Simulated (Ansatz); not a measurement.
# Is Ta-Ti-Ta stack of (111) layers a stable metal?, part 3 of 3

The plan: relax Ta-Ti-Ta stack of (111) layers, check its phonons, and, if the lattice is stable, compute its Eliashberg function and ρ(T).

Ansatz 0.2.0; DFT PBE, scalar-relativistic, plane waves, PAW.

So far, highest frequency, solved or plainly interpolated (cm⁻¹): step 4 (lattice stability: q 2×2×1, k 6×6×1) 288. Also lowest on path (cm⁻¹): step 4 -105.

## 5. Phonons by linear response: q 3×3×1, k 9×9×1

An imaginary mode on so few k-points may come from the sampling, so the phonons are repeated with another q and k mesh.

input.yaml

```yaml
crystal:
  lattice:
    - [2.8693160015, 2.834e-06, 0.0]
    - [-1.4346604551, 2.4848991318, 0.0]
    - [0.0, 0.0, 33.3453454395]
  atoms:
    - { symbol: Ta, position: [0.0, 0.0, 0.1648459719] }
    - { symbol: Ti, position: [0.3333333333, 0.6666666667, 0.2365048224] }
    - { symbol: Ta, position: [0.6666666667, 0.3333333333, 0.3081636729] }
  periodic: [true, true, false]
kpoints:
  mp_grid: { grid: [9, 9, 1] }
hamiltonian:
  xc: pbe
scf:
  occupations: { method: methfessel_paxton, width: 0.2 }
output:
  eigenvalues: true
phonons:
  method: dfpt
  qmesh: [3, 3, 1]
  temperatures: { t_max: 1000, t_step: 50 }
  qpath:
    path:
      - [0.0, 0.0, 0.0]
      - [0.5, 0.0, 0.0]
      - [0.33333333, 0.33333333, 0.0]
      - [0.0, 0.0, 0.0]
    npoints: 10
```

Started as:

```console
$ ansatz run input.yaml --threads 4 --pin off --max-ram 16384MiB --backend cpu --events-out ev --progress --plain --runs-dir out
```

Numbers of over 12 decimals in the logs are rounded to 6 here.

The program printed:

```text
[...]
Crystal: 3 atoms, lattice volume = 237.751 Å³
Basis set: ecut = 420 eV, 4635 PW (Γ), exchange–correlation on 40×40×450 points (8 copies of the dense FFT grid, shifted against one another)
Bands: 23, of which v1, the nominal top of the filled ones, is band 19 counted from 1 (18 counted from 0)
Symmetry: 12 space group operations
k-points: 12 of 81 (irreducible under 6 space group operations, time reversal used)
[...]
SCF iter   1: F=—  HF=-22361.606216 eV  |F-HF|=—  |Δ(HF+E_count)|=         —  Δρ=4.07e-3  dr2=2.08e-1  ethr=1.77e-3  ⟨swp⟩=11.7  Hψ=4169  notcnv=0
[...]
SCF iter  11: F=-22361.604907 eV  HF=-22361.604907 eV  |F-HF|=2.84e-10  |Δ(HF+E_count)|=   1.09e-9  S|Δr|=    0.00e0  Δρ=4.17e-8  dr2=2.72e-12  ethr=1.00e-12  ⟨swp⟩=20.4  Hψ=2628  notcnv=0
SCF 1 converged in 11 iterations: F = -22361.604907 eV  dr2 = 2.72e-12
[...]
SCF converged after 11 iterations
[...]
Free energy (F): -22361.604907 eV
[...]
Internal energy: -22361.593585 eV  (E = F + TS)
E sigma→0 (E₀):  -22361.602077 eV
Entropy (-TS):   -0.011322 eV (-3.774 meV/atom)
Fermi energy:    -5.029107 eV
[...]
--- Band table (eV; the first three rows and the last of 12) ---
  k-point 0: bands = [... 15 lower, -5.7766, -5.1998, -4.7700, -4.4730, -4.3590, -4.3590, -4.0651, -4.0651, ... 4 higher]
  k-point 1: bands = [... 15 lower, -5.7729, -5.2791, -5.0292, -4.8945, -4.6434, -4.3340, -4.1171, -3.9952, ... 4 higher]
  k-point 2: bands = [... 15 lower, -6.2880, -5.7695, -5.5945, -5.3158, -5.2166, -4.3953, -3.6986, -3.5114, ... 4 higher]
  k-point 11: bands = [... 15 lower, -6.0763, -6.0763, -5.5424, -5.1898, -5.1898, -5.1720, -5.1371, -2.8335, ... 4 higher]
[...]
ASR residual: 3.153e-5 → 0.000e0 eV/Å²; symmetrization residual: 2.411e-5 eV/Å²
[...]
ASR residual per site (eV/Å²): 2.37e-5 3.15e-5 2.02e-5
  Γ frequencies (cm⁻¹): -82.87 -82.87 0.00 0.00 0.00 14.83 14.83 87.69 218.56
--- Phonons (arbitrary-q DFPT): 3 irreducible q on the 3×3×1 mesh ---
[...]
interpolated dispersion: 31 rows × 9 modes
[...]
```

Run time: 4.1 min. Hardware: 4 threads of Arm Neoverse V1, shared host; peak memory 1.5 GiB; 16 min of CPU time.

Numbers from this step:

```
share of imaginary modes in the plain interpolation between solved wavevectors : 0.2676
highest frequency, solved or plainly interpolated                              : 304.6 cm⁻¹
```

Solved on the 3×3×1 mesh alone; all other wavevectors are interpolated. Phonon branches along the path, in cm⁻¹:

```
  point  branch 1  branch 2  branch 3  branch 4  branch 5  branch 6  branch 7  branch 8  branch 9
      Γ       -83       -83         0         0         0        15        15        88       219
halfway       -58       -39       -21        29        46       111       115       212       213
      M       -58       -26        43        53        87       131       168       196       305
halfway       -72       -58        64        81       110       133       188       202       292
      K       -84       -84        74       113       133       133       176       257       257
halfway       -58       -34        24        49        51       113       147       209       229
      Γ       -83       -83         0         0         0        15        15        88       219
```

The phonon branches as a text plot (rows in cm⁻¹):

```
    297 |               ************
    280 |                           ****     **
    264 |             **                *****  ***
    248 |           **                  *         **
    232 |                            ***   **       **
    216 |*************              *        **     *************
    199 |             **************           *****  ***
    183 |                       ***************
    167 |       **      ********                  **
    151 |             **                            **   **
    135 |     **    **    *********************
    118 |         ********          **  ***  ************
    102 |   ******              **** ***   ****       *******
     86 |***    **        ******   **          ***       ********
     70 |   ****      ****        *************   **
     54 |         *****************            ***  **     **
     38 | ********  ***********                   **  **********
     21 |***      ****                              *****    ****
      5 |*                                                      *
    -11 |       **                                    ***
    -27 | **********      ******                  ****   *******
    -43 |     ************      ***            ***    *******
    -60 |   **********    ******** **        **************  ***
    -76 |*****                    *************            ******
         Γ                   M           K                      Γ
```

Lowest modes at the softest wavevector of the mesh. The modes at q = (0.333, 0.333, 0.000) (shares of kinetic energy by element, %) (negative means imaginary):

```
mode  frequency (cm⁻¹)  Ta %  Ti %
   1             -83.9    98     2
   2             -83.9    98     2
   3              74.2    81    19
   4             113.0   100     0
   5             132.9    99     1
   6             132.9    99     1
```

Displacements in mode 2 (-83.9 cm⁻¹), the largest set to 1, in the home cell (x, y, z of the real part, then of the imaginary part):
```
Ta1  0.00  0.00  1.00  0.00  0.00 -0.01
Ti2 -0.02  0.21  0.00  0.15 -0.02  0.00
Ta3 -0.02 -0.01 -0.20  0.01 -0.02 -0.11
```

Displacements in mode 4 (113.0 cm⁻¹), the largest set to 1, in the home cell (x, y, z of the real part, then of the imaginary part):
```
Ta1  0.45  0.89  0.00 -0.89  0.45  0.00
Ti2  0.00  0.00  0.00  0.00  0.00  0.00
Ta3 -1.00  0.06  0.00  0.06  1.00  0.00
```

The modes has structure finer than the step of the table below, so its rows give means over 20 cm⁻¹, whole bins alone (the curve runs from -93.9 to 323 cm⁻¹). Peaks (cm⁻¹: height): Ta -59.8: 0.0465, -33.6: 0.0554, 47.7: 0.0587, 128.9: 0.0462, 197.0: 0.0104; Ti 81.7: 0.00721, 102.7: 0.0076, 126.3: 0.00896, 144.6: 0.0104, 212.8: 0.0283, 252.1: 0.00778, 275.7: 0.0176.

Phonopy on the run's constants, 21x21x1 mesh, Gaussian sigma 3.0 cm⁻¹. Table of modes by wavenumber; means over each step; values in 1/cm⁻¹/cell:

| wavenumber (cm⁻¹) | Ta | Ti |
| --- | --- | --- |
| -80 | 0.0131 | 0.00278 |
| -60 | 0.0372 | 0.00605 |
| -40 | 0.0419 | 0.00218 |
| -20 | 0.0154 | 4.2e-4 |
| 0 | 0.00253 | 6.9e-5 |
| 20 | 0.00977 | 5.1e-4 |
| 40 | 0.0363 | 0.00386 |
| 60 | 0.0362 | 0.00533 |
| 80 | 0.0197 | 0.00514 |
| 100 | 0.0230 | 0.00491 |
| 120 | 0.0350 | 0.00507 |
| 140 | 0.0125 | 0.00584 |
| 160 | 0.00123 | 0.00966 |
| 180 | 0.00340 | 0.0170 |
| 200 | 0.00852 | 0.0266 |
| 220 | 0.00332 | 0.0177 |
| 240 | 2.0e-4 | 0.00580 |
| 260 | 2.0e-4 | 0.00757 |
| 280 | 3.3e-4 | 0.0151 |
| 300 | 1.8e-4 | 0.00840 |

No LO-TO term; unit eigenvectors of the mass-weighted matrix. The modes at Γ (shares of kinetic energy by element, %) (negative means imaginary):

| mode | frequency (cm⁻¹) | symmetry | Ta % | Ti % |
| --- | --- | --- | --- | --- |
| 1 | -82.9 | Eu | 12 | 88 |
| 2 | -82.9 | Eu | 12 | 88 |
| 3 | 0.0 | unnamed | 88 | 12 |
| 4 | 0.0 | unnamed | 88 | 12 |
| 5 | 0.0 | unnamed | 88 | 12 |
| 6 | 14.8 | Eg | 100 | 0 |
| 7 | 14.8 | Eg | 100 | 0 |
| 8 | 87.7 | A1g | 100 | 0 |
| 9 | 218.6 | A2u | 12 | 88 |

Displacements in mode 2 (-82.9 cm⁻¹), the largest set to 1:
```
Ta1 -0.09 -0.13  0.00
Ti2  0.69  1.00  0.00
Ta3 -0.09 -0.13  0.00
```

Displacements in mode 7 (14.8 cm⁻¹), the largest set to 1:
```
Ta1 -1.00 -0.95  0.00
Ti2  0.00  0.00  0.00
Ta3  1.00  0.95  0.00
```

Among the solved wavevectors the lowest mode, translations apart, is -83.9 cm⁻¹, imaginary.

## 6. Results

```yaml
phonon_run_of_the_rows_without_a_label_of_their_own: PBE, q 3×3×1, k 9×9×1
softest_mode_on_the_q_mesh: -83.9 cm⁻¹ at q = (0.333, 0.333, 0)
highest_frequency_solved_or_plainly_interpolated: 305 cm⁻¹
```

In words: The lattice is dynamically unstable at this level: a mode at q = (0.333, 0.333, 0) is imaginary, 83.9i cm⁻¹, so no harmonic coupling constant or resistivity is defined for this structure. These meshes are coarse, and single modes of a metal can move by tens of cm⁻¹ with the k mesh. The coarser mesh found an imaginary mode at another wavevector, which this mesh lacks. Spin–orbit coupling, left out here, matters for Ta. The phonon runs are not spin-polarised. The structure was built by hand as an ordered model, and its stability against other phases was not tested.

[Logs are printed without paths, hosts, clocks, repeated set-up lines and the standing remarks that a program may print on its own settings, such as how far it seeks lower states.]

[Hosts, paths, dates, database ids (printed as entryN), source tags and the programs' standing remarks are cut or masked in the printed files.]
